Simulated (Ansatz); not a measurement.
Runs of Ansatz 0.2.0 on Sn. The structure is cubic, space group Fd-3m (No. 227). The conventional cell has a = 6.467 Å, b = 6.467 Å, c = 6.467 Å, α = 90.00°, β = 90.00°, γ = 90.00°. Around Sn (site symmetry -43m) lie 4 Sn at 2.80 Å. This isn't the form of Sn at room conditions, which is tetragonal (white tin).

| task | level | cell | cutoff (eV) | smearing | gap on the mesh (eV) | pressure (GPa) | relaxed volume (Å³/atom) |
| --- | --- | --- | --- | --- | --- | --- | --- |
| relaxation of cell and atoms | PBEsol+D4 | relaxed | - | fermi-dirac 0.05 eV | - | 0.0 | 34.30 |
| relaxation of cell and atoms | LDA | relaxed | - | fermi-dirac 0.05 eV | - | 0.0 | (a) |
| band structure | PBE | as given | 257 | fermi-dirac 0.05 eV | - | 3.8 | - |
| single point | PBE | as given | 257 | gaussian 0.1 eV | none | 3.8 | - |
| single point | PBE | as given | 257 | gaussian 0.027 eV | none | 3.8 | - |

Alike in all rows: potentials or basis all-electron LAPW, scalar-relativistic; no spin polarisation; k mesh 7 × 7 × 7; basis error allowed 0.001 eV/atom.

Task: Estimate the missing entries.

Result: (a) 33.93.

Caveats: spin-orbit coupling is left out, which moves the levels of the heavy elements (some runs).

A k mesh can miss the band edges, and the runs leave out spin-orbit coupling on Sn.

A gap of «none» marks a metal or a gap under the smearing width.
